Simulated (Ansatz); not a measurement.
An Ansatz input:

```yaml
crystal:
  lattice:
    - [2.78325114, 0.0, 0.0]
    - [-1.39162557, 2.4103661923, 0.0]
    - [0.0, 0.0, 9.3568747421]
  atoms:
    - { symbol: Pt, position: [1.0, 0.0, 0.0], spin: 1.0 }
    - { symbol: Pt, position: [1.0, 0.0, 0.5], spin: 1.0 }
    - { symbol: Pt, position: [0.3333333333, 0.6666666667, 0.25], spin: 1.0 }
    - { symbol: Pt, position: [0.6666666667, 0.3333333333, 0.75], spin: 1.0 }
hamiltonian:
  xc: pbe
  pseudopotentials:
    kind: paw
    azcp:
      Pt: "pseudopotentials/Pt.paw.azcp"
basis:
  ecutwfc: 420
  fft_grid_basis: typed
kpoints:
  mp_grid: { grid: [17, 17, 5], shift: [0, 0, 0] }
magnetization:
  spin_polarized: true
scf:
  occupations: { method: fermi_dirac, width: 0.05 }
```

Output

```
Engine: ansatz 0.2.0, aarch64-unknown-linux-gnu
Pseudopotentials: kind: paw
Pseudopotential: Pt, paw, valence charge 18, recommended cutoff 420 eV (normal) 
Functional definition: PBE
  parameter kappa = 0.804
  parameter beta = 0.06672455060314922
  exchange = pbe_x(kappa = kappa, mu = beta*pi^2/3)
  correlation = pbe_c(beta = beta)
Crystal: 4 atoms, lattice volume = 62.772 Å³
Basis set: ecut = 420 eV, 1219 PW (Γ)
Bands: 46, of which v1, the nominal top of the filled ones, is band 36 counted from 1 (35 counted from 0)
Symmetry: 24 space group operations
Space group: P63/mmc (ITA 194), of the structure as read, at distance tolerance 4.0e-5 Å
Magnetic group: BNS 194.263 (UNI 1493), of the structure as read, at distance tolerance 4.0e-5 Å
k-points: 99 of 1445
Non-local potential: Pt, projectors of the file, l = 0: 3, l = 1: 2, l = 2: 2, l = 3: 1
PAW form: soft (Blöchl's): semilocal exchange-correlation on the pseudo side does not see the compensation charge
PAW one-centre angular grid: Pt, 590 points (default); XC on 64 Gauss nodes
Initial density: superposition of atomic densities (chi_scale 0.1, normalization cell)
Starting moments: Σ|m| = 4 μB on 4 of 4 sites
Initial wavefunctions: pseudopotential atomic-orbital guess
Functional: x = pbe(κ = 0.804, μ = 0.2195149727645171), c = pbe(β = 0.06672455060314922)
SCF iter   1: F=—  HF=-50092.565550 eV  |F-HF|=—  |Δ(HF+E_count)|=         —  Δρ=6.54e-2 (↑6.54e-2 ↓2.91e-2)  dr2=3.30e0  dr2_m=6.99e-1  M=0.962 μB ∫|m|=0.962 μB  β_m=0.30  ethr=3.10e-3  ⟨swp⟩=6.0  Hψ=31243  notcnv=0  defer=29
Mixer restart at iter 1: flushing history
spin=Collinear: Kerker preconditioning applied to the charge; magnetization (m = ρ↑ − ρ↓) channel mixes plain (no charge-response kernel on spin).
SCF iter   2: F=—  HF=-50092.260059 eV  |F-HF|=—  |Δ(HF+E_count)|=   3.05e-1  Δρ=4.81e-2 (↑4.81e-2 ↓2.19e-2)  dr2=1.72e0  dr2_m=3.92e-1  M=0.819 μB ∫|m|=0.820 μB  β_m=0.65  ethr=3.10e-3  ⟨swp⟩=2.0  Hψ=11815  notcnv=0  defer=480
SCF iter   3: F=—  HF=-50091.983403 eV  |F-HF|=—  |Δ(HF+E_count)|=   2.77e-1  Δρ=6.87e-3 (↑6.03e-3 ↓6.87e-3)  dr2=2.12e-2  dr2_m=1.22e-2  M=0.260 μB ∫|m|=0.285 μB  β_m=0.82  ethr=2.39e-3  ⟨swp⟩=2.0  Hψ=14383  notcnv=0  defer=530
SCF iter   4: F=—  HF=-50091.975814 eV  |F-HF|=—  |Δ(HF+E_count)|=   7.59e-3  Δρ=1.83e-3 (↑1.83e-3 ↓9.11e-4)  dr2=1.38e-3  dr2_m=8.31e-4  M=0.072 μB ∫|m|=0.083 μB  β_m=0.89  ethr=2.95e-5  ⟨swp⟩=2.0  Hψ=18323  notcnv=0  defer=541
SCF iter   5: F=—  HF=-50091.974451 eV  |F-HF|=—  |Δ(HF+E_count)|=   1.36e-3  Δρ=8.07e-4 (↑5.42e-4 ↓8.07e-4)  dr2=8.78e-5  dr2_m=2.35e-4  M=0.038 μB ∫|m|=0.044 μB  β_m=0.95  ethr=1.91e-6  ⟨swp⟩=2.0  Hψ=14833  notcnv=0  defer=541
SCF iter   6: F=—  HF=-50091.974500 eV  |F-HF|=—  |Δ(HF+E_count)|=   4.95e-5  Δρ=7.93e-5 (↑7.29e-5 ↓7.93e-5)  dr2=6.50e-6  dr2_m=8.43e-8  M=0.000 μB ∫|m|=0.000 μB  β_m=0.97  ethr=1.22e-7  ⟨swp⟩=2.1  Hψ=15064  notcnv=0  defer=541
SCF iter   7: F=—  HF=-50091.974514 eV  |F-HF|=—  |Δ(HF+E_count)|=   1.39e-5  Δρ=3.21e-5 (↑3.21e-5 ↓2.42e-5)  dr2=2.32e-7  dr2_m=3.54e-7  M=0.001 μB ∫|m|=0.002 μB  β_m=0.99  ethr=9.02e-9  ⟨swp⟩=2.4  Hψ=15985  notcnv=0  defer=541
SCF iter   8: F=—  HF=-50091.974514 eV  |F-HF|=—  |Δ(HF+E_count)|=   2.61e-7  Δρ=5.61e-6 (↑5.61e-6 ↓5.04e-6)  dr2=1.71e-8  dr2_m=1.10e-8  M=0.000 μB ∫|m|=0.000 μB  β_m=0.99  ethr=3.22e-10  ⟨swp⟩=2.0  Hψ=14436  notcnv=0  defer=541
SCF iter   9: F=—  HF=-50091.974514 eV  |F-HF|=—  |Δ(HF+E_count)|=   2.12e-9  Δρ=1.66e-6 (↑1.41e-6 ↓1.66e-6)  dr2=3.16e-9  dr2_m=6.27e-10  M=0.000 μB ∫|m|=0.000 μB  β_m=1.00  ethr=2.37e-11  ⟨swp⟩=2.3  Hψ=14166  notcnv=0  defer=541
SCF iter  10: F=-50091.974514 eV  HF=-50091.974514 eV  |F-HF|=7.28e-11  |Δ(HF+E_count)|=   1.50e-9  Δρ=3.89e-7 (↑3.66e-7 ↓3.89e-7)  dr2=3.33e-10  dr2_m=7.05e-12  M=0.000 μB ∫|m|=0.000 μB  ethr=4.38e-12  ⟨swp⟩=1.0  Hψ=23020  notcnv=0
SCF 1 converged in 10 iterations: F = -50091.974514 eV  dr2 = 3.33e-10
WARN: the starting moments were not kept: the SCF closed with an absolute magnetisation of 2.2e-5 μB, where they sum to 4 μB in size (4 sites). That is at most 0.1 of that sum. Measured as dr2_m measures the in/out step, that magnetisation stands 6.9e-11 eV from none, at or under the dr2_threshold of 1.0e-7 eV: it is no larger than a step whose dr2_m would equal this threshold. The system may hold no moment; this SCF shows only that its start led to no more than that. To try another start: raise the starting moments (crystal.atoms[].spin, magnetization.per_species, magnetization.initial_magnetization, or on a non-collinear deck that types none of these the spinor_matrix: blocks that start its atoms; where the total moment is fixed, keep their sum and leave initial_magnetization as it is; typed ones take the place of any that the run laid by itself, positive ones on a crystal's lanthanoids without a Hubbard term where scf.initial_density.shell_occupations: [] is typed) or, if the notice of its spin-set hold's release reads "site moments contracting" or "site moments show no strong build", lengthen the hold (scf.mixing.spin_hold: { on: { confirm: 4 } }; for m-r²SCAN on two components see the key's manual first). Each may lead to a state that holds a moment. A second SCF, from the converged charge density, with the starting moments and any scf.initial_density.shell_occupations laid on it anew, would have followed, and was not run: the deck does not ask for one (magnetization.retry_lost_moments is false, the default). To let it run, set magnetization.retry_lost_moments: true and run the deck again, where that key's refused combinations let it; where memory then withholds it, that run's warning says so.
SCF converged after 10 iterations
Magnetization: 0.0000 μB (36.0000 up, 36.0000 down)
Absolute magnetization: 0.0000 μB (∫|ρ↑−ρ↓|, with the PAW one-centre terms)
Spin contamination: 0.0000 ħ² per cell (⟨S²⟩ above its minimum at these occupations)
Per-site moments (μB) at R_I (Å): [(5.578641394033426e-6, 1.148091095237616), (5.578641394028228e-6, 1.148091095237616), (5.29101752956479e-6, 1.148091095237616), (5.2910175296298505e-6, 1.148091095237616)]
Free energy (F): -50091.974514 eV
Harris-Foulkes:  -50091.974514 eV  (|F-HF|=7.28e-11)
Internal energy: -50091.911346 eV  (E = F + TS)
E sigma→0 (E₀):  -50091.942930 eV
Entropy (-TS):   -0.063169 eV (-15.792 meV/atom)
Fermi energy:    22.194376 eV
--- Per-component energies (eV) ---
  E_band       = -586.573737
  E_kinetic    = 2547.982542
  E_local      = -6057.957527  (includes V_loc(G=0)·N_el)
  E_nonlocal   = 799.414214
  E_hartree    = 2243.692311
  E_xc         = -1046.253703
  E_vxc        = -1210.199919  (∫ρ·V_xc dr)
  E_paw        = -37815.635471  (= ΣΔE_a)
  E_vpaw       = -1153.198132  (= ΣTr[D̂ρ^β])
  E_aug_tail   = 0.000828  (compensation charges beyond the density's cutoff)
  E_ewald      = -10763.154540
  E_smearing   = -0.063169  (= −TS)
  E_closure    = 0.000000  (closes the sum)
  Σ components = -50091.974514   (vs F -50091.974514, Δ=0.00e0)
```
